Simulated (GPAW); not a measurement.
Hf:

```
Hf
1.0
     3.19670    0.00000    0.00000
    -1.59835    2.76842    0.00000
     0.00000    0.00000    5.05780
Hf
2
Cartesian
  1.5984 0.9228 3.7934
  0.0000 1.8456 1.2645
```

Base run:

| Quantity | Value |
| --- | --- |
| Program | GPAW 26.7.0 |
| Functional | LDA |
| Potentials or basis | the program's PAW data sets (release 1.2.1) made for this functional |
| Cutoff | 600 eV |
| Basis | pw |
| k mesh | 10 × 10 × 5 |
| Occupations | gaussian, width 0.02 eV |
| Spin | no spin polarisation |

Its results: band gap on the k mesh none (metal or under the smearing width); pressure -7.7 GPa.

The run is repeated on the same cell with these changes: functional from LDA to RPBE. What comes out?

Band gap on the k mesh none (metal or under the smearing width); pressure 3.8 GPa.

RPBE binds less tightly than LDA, so the same cell stands under more pressure.
